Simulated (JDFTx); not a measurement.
# Ag (Im-3m) in JDFTx: reference runs

Aim: a first look at Ag with PBE, on the cell as given and on a disturbed one.

All numbers are computed with JDFTx 1.7.0 (patched build); they aren't measurements. Logs are shortened: lines on timing, memory, paths and dates and some standing lists are left out, and cuts for length are marked. The log counts tension as positive stress, the text compression.

## 1. The structure

The structure is cubic, space group Im-3m (No. 229). Conventional cell: a = 3.311 Å, b = 3.311 Å, c = 3.311 Å, α = 90.00°, β = 90.00°, γ = 90.00°. Ag (site symmetry m-3m) is surrounded by 8 Ag at 2.87 Å.

This isn't the form of Ag at room conditions, which is fcc.

## 2. Single point, PBE

File Ag.in:

```
lattice \
   -3.1287326171     3.1287326171     3.1287326171 \
    3.1287326171    -3.1287326171     3.1287326171 \
    3.1287326171     3.1287326171    -3.1287326171
coords-type Lattice
ion Ag     0.0000000000     0.0000000000     0.0000000000 1

ion-species pseudo/Ag.upf
elec-cutoff 41
elec-ex-corr gga-PBE
kpoint-folding 11 11 11
elec-smearing Fermi 0.0018374661
elec-n-bands 15
electronic-SCF nIterations 100 energyDiffThreshold 1e-09
electronic-minimize nIterations 30 energyDiffThreshold 1e-7
converge-empty-states yes
forces-output-coords Cartesian

dump-name run.$VAR
dump End Ecomponents EigStats BandEigs Kpoints Forces Stress ElecDensity Dtot KEdensity
```

Potentials or basis: PseudoDojo-SR-PBE-0.5-standard.

On the command line:

```sh
> jdftx -c 1 -i Ag.in -o Ag.out
```

The log of the run:

```text
*************** JDFTx 1.7.0 (patched build) ***************

Input parsed successfully to the following command list (including defaults):
[... the input with its defaults ...]

---------- Setting up symmetries ----------

Found 48 point-group symmetries of the bravais lattice
Found 48 space-group symmetries with basis
Applied RMS atom displacement 0 bohrs to make symmetries exact.

---------- Initializing the Grid ----------
R =
[     -3.12873      3.12873      3.12873  ]
[      3.12873     -3.12873      3.12873  ]
[      3.12873      3.12873     -3.12873  ]
unit cell volume = 122.508
G =
[ 3.76999e-17    1.00411    1.00411  ]
[    1.00411 3.76999e-17    1.00411  ]
[    1.00411    1.00411 3.76999e-17  ]
Minimum fftbox size, Smin = [  32  32  32  ]
Chosen fftbox size, S = [  32  32  32  ]

---------- Exchange Correlation functional ----------
Initalized PBE GGA exchange.
Initalized PBE GGA correlation.

---------- Setting up pseudopotentials ----------
Width of ionic core gaussian charges (only for fluid interactions / plotting) set to 0

Reading pseudopotential file 'pseudo/Ag.upf':
  'Ag' pseudopotential, 'PBE' functional
  Generated using ONCVPSP code by D. R. Hamann
  19 valence electrons, 4 orbitals, 6 projectors, 1001 radial grid points, with lMax = 2
    4S    l: 0   occupation:  2.0   eigenvalue: -3.493089
    4P    l: 1   occupation:  6.0   eigenvalue: -2.152308
    4D    l: 2   occupation: 10.0   eigenvalue: -0.273545
    5S    l: 0   occupation:  1.0   eigenvalue: -0.161880
  Core radius for overlap checks: 1.53 bohrs.

Initialized 1 species with 1 total atoms.

Folded 1 k-points by 11x11x11 to 1331 k-points.

---------- Setting up k-points, bands, fillings ----------
Reduced to 56 k-points under symmetry.
Computing the number of bands and number of electrons
Calculating initial fillings.
nElectrons:  19.000000   nBands: 15   nStates: 56

----- Setting up reduced wavefunction bases (one per k-point) -----
average nbasis = 1535.723 , ideal nbasis = 1536.155

---------- Setting up ewald sum ----------
Optimum gaussian width for ewald sums = 1.953513 bohr.
Real space sum over 2197 unit cells with max indices [  6  6  6  ]
Reciprocal space sum over 2197 terms with max indices [  6  6  6  ]

---------- Allocating electronic variables ----------
Initializing wave functions:  linear combination of atomic orbitals
Note: number of bands (15) exceeds available atomic orbitals (10)
Ag pseudo-atom occupations:   s ( 2 1 )  p ( 6 )  d ( 10 )
	FillingsUpdate:  mu: +0.586456944  nElectrons: 19.000000
LCAOMinimize: Iter:   0  F: -147.3901125691915865  |grad|_K:  1.762e-03  alpha:  1.000e+00
	FillingsUpdate:  mu: +0.599396109  nElectrons: 19.000000
LCAOMinimize: Iter:   1  F: -147.3989323163159497  |grad|_K:  9.496e-05  alpha:  5.068e-01  linmin:  3.443e-01  cgtest: -1.059e+00
LCAOMinimize: 	Bad step direction: g.d > 0.
[... 8 lines of inner loops ...]
LCAOMinimize: Encountered beta<0, resetting CG.
	FillingsUpdate:  mu: +0.598629251  nElectrons: 19.000000
LCAOMinimize: Iter:   5  F: -147.3989610323485522  |grad|_K:  4.824e-08  alpha:  5.253e-01  linmin:  9.672e-04  cgtest: -3.148e-03
LCAOMinimize: Converged (|Delta F|<1.000000e-06 for 2 iters).

-------- Electronic minimization -----------
Will mix electronic density at each iteration.
	FillingsUpdate:  mu: +0.598629251  nElectrons: 19.000000
	FillingsUpdate:  mu: +0.588390240  nElectrons: 19.000000
SCF: Cycle:  0   F: -147.408368662187854   dF: -9.408e-03   |Residual|: 2.612e-02   |deigs|: 2.741e-01
	FillingsUpdate:  mu: +0.590157134  nElectrons: 19.000000
SCF: Cycle:  1   F: -147.408803290231504   dF: -4.346e-04   |Residual|: 5.862e-03   |deigs|: 8.036e-03
	FillingsUpdate:  mu: +0.589910177  nElectrons: 19.000000
SCF: Cycle:  2   F: -147.408806671937583   dF: -3.382e-06   |Residual|: 2.523e-03   |deigs|: 7.274e-04
	FillingsUpdate:  mu: +0.589707040  nElectrons: 19.000000
SCF: Cycle:  3   F: -147.408807435255596   dF: -7.633e-07   |Residual|: 4.732e-04   |deigs|: 3.977e-04
	FillingsUpdate:  mu: +0.589702089  nElectrons: 19.000000
SCF: Cycle:  4   F: -147.408807475078902   dF: -3.982e-08   |Residual|: 2.054e-04   |deigs|: 1.624e-04
	FillingsUpdate:  mu: +0.589691528  nElectrons: 19.000000
SCF: Cycle:  5   F: -147.408807502262107   dF: -2.718e-08   |Residual|: 3.295e-05   |deigs|: 1.226e-04
	FillingsUpdate:  mu: +0.589690880  nElectrons: 19.000000
SCF: Cycle:  6   F: -147.408807504134529   dF: -1.872e-09   |Residual|: 2.356e-05   |deigs|: 8.298e-05
	FillingsUpdate:  mu: +0.589691924  nElectrons: 19.000000
SCF: Cycle:  7   F: -147.408807505078840   dF: -9.443e-10   |Residual|: 5.588e-06   |deigs|: 5.264e-04
	FillingsUpdate:  mu: +0.589691935  nElectrons: 19.000000
SCF: Cycle:  8   F: -147.408807505154925   dF: -7.608e-11   |Residual|: 8.133e-06   |deigs|: 1.695e-04
SCF: Converged (|Delta E|<1.000000e-09 for 2 iters).

Setting wave functions to eigenvectors of Hamiltonian
Converging empty states (this may take a while): |deigs|: 2.332e-04

# Stress tensor in Cartesian coordinates [Eh/a0^3]:
[  3.22854e-05            0            0  ]
[            0  3.22854e-05            0  ]
[            0            0  3.22854e-05  ]

# Ionic positions in lattice coordinates:
ion Ag   0.000000000000000   0.000000000000000   0.000000000000000 1

# Forces in Cartesian coordinates:
force Ag   0.000000000000000   0.000000000000000   0.000000000000000 1

# Energy components:
   Eewald =     -104.9756751417720579
       EH =       36.8626533166086077
     Eloc =     -114.8303463426642708
      Enl =       -1.8866676931076047
      Exc =      -23.1541206694266251
 Exc_core =        7.6093653148836626
       KE =       52.9661092371525655
-------------------------------------
     Etot =     -147.4086819783257170
       TS =        0.0001255268292074
-------------------------------------
        F =     -147.4088075051549254

IonicMinimize: Iter:   0  F: -147.408807505154925  |grad|_K:  0.000e+00
IonicMinimize: Converged (|grad|_K<1.000000e-04).

#--- Lowdin population analysis ---
# oxidation-state Ag +0.112

Dumping 'run.eigStats' ...
	eMin: -2.784955 at state 0 ( [ +0.000000 +0.000000 +0.000000 ] spin 0 )
	HOMO: +0.588675 at state 31 ( [ +0.090909 +0.454545 -0.363636 ] spin 0 )
	mu  : +0.589691
	LUMO: +0.596827 at state 30 ( [ +0.090909 +0.454545 -0.454545 ] spin 0 )
	eMax: +1.559687 at state 37 ( [ +0.181818 +0.181818 +0.272727 ] spin 0 )
	HOMO-LUMO gap: +0.008152
	Optical gap  : +0.103414 at state 30 ( [ +0.090909 +0.454545 -0.454545 ] spin 0 )
Done!
[note: the HOMO, LUMO and gaps printed at the end count levels as full or empty at half filling, so they show a gap where a level is partly filled]
```

Run time: 17 s. Hardware: 1 thread of Intel Xeon Platinum 8375C at 2.90GHz (Ice Lake), shared host; peak memory 0.08 GiB.

What came out:

```
Free energy            : -4011.1980 eV
Pressure               : -0.9 GPa
Band gap on the k mesh : none (metal or under the smearing width)
```

Levels at points of the mesh, in eV from the Fermi level:
| k point | band 6 | band 7 | band 8 | band 9 | band 10 | band 11 | band 12 | band 13 | band 14 |
| --- | --- | --- | --- | --- | --- | --- | --- | --- | --- |
| (0.00, 0.00, 0.00) | -4.67 | -4.67 | -4.67 | -3.46 | -3.46 | 17.91 | 17.91 | 17.91 | 23.16 |

## 3. Single point, PBE (cell strained at random at fixed volume)

File Ag.in:

```
lattice \
   -3.1509992601     3.1083065675     3.1175586666 \
    3.2308156224    -3.1416243288     3.1081837353 \
    3.1709661063     3.0390840098    -3.0817748127
coords-type Lattice
ion Ag     0.0003600000    -0.0166410000    -0.0026680000 1

ion-species pseudo/Ag.upf
elec-cutoff 41
elec-ex-corr gga-PBE
kpoint-folding 11 11 11
elec-smearing Fermi 0.0018374661
elec-n-bands 15
electronic-SCF nIterations 100 energyDiffThreshold 1e-09
electronic-minimize nIterations 30 energyDiffThreshold 1e-7
converge-empty-states yes
forces-output-coords Cartesian

dump-name run.$VAR
dump End Ecomponents EigStats BandEigs Kpoints Forces Stress
```

Potentials or basis: PseudoDojo-SR-PBE-0.5-standard.

On the command line:

```sh
> jdftx -c 1 -i Ag.in -o Ag.out
```

It took 3.3 min on 1 thread of Intel Xeon Platinum 8375C at 2.90GHz (Ice Lake), shared host; peak memory 0.57 GiB.

The run converged. Its results:

```
Free energy            : -4011.1952 eV
Pressure               : -0.9 GPa
Band gap on the k mesh : none (metal or under the smearing width)
```

Stress tensor (GPa, compression positive):
```
-0.94  0.53  0.64
 0.53 -0.67 -1.55
 0.64 -1.55 -1.07
```

Levels at points of the mesh, in eV from the Fermi level:
| k point | band 8 | band 9 | band 10 | band 11 | band 12 | band 13 |
| --- | --- | --- | --- | --- | --- | --- |
| (0.00, 0.00, 0.00) | -4.54 | -3.52 | -3.43 | 17.50 | 17.87 | 18.24 |
